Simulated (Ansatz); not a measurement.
**AlP, a database entry at a rescaled volume**

```
CELL_PARAMETERS angstrom
0.00000 2.72958 2.72958
2.72958 0.00000 2.72958
2.72958 2.72958 0.00000
ATOMIC_POSITIONS crystal
Al 0.00000 0.00000 0.00000
P 0.25000 0.25000 0.25000
```

Single point in Ansatz 0.2.0 with PBE, no spin polarisation. Cutoff 420 eV, PAW datasets, 8×8×8 Γ-centred k mesh, fermi-dirac filling (width 0.1 eV).

(1) What is the formation energy?

(2) How is the charge shared?

(3) Which orbitals make up the band edges?

(4) Is the cell too large or too small?

(5) Metal or insulator? Give the gap.

Origin: a database entry at a rescaled volume.

Results:

(1) -0.63 eV an atom against the elements' usual phases (free molecules for gases, crystals otherwise, with no correction for O₂ or N₂), so it is bound against them; other compounds may still compete. Relaxing would lower it.

(2) Bader charges in e: Al +2.10, P -2.10. In the mean Al gives up most and P takes most.

(3) Within 0.7 eV of the edges, the states project mainly on P p (83 %) and Al p (14 %) below the gap and on Al p (54 %) and P s (19 %) above it.

(4) The pressure is 2.3 GPa (compression positive), so with the atoms held at these fractions the cell would first expand.

(5) The gap is 1.58 eV, indirect (the least direct gap found is 3.31 eV). A semilocal functional usually gives too small a gap.
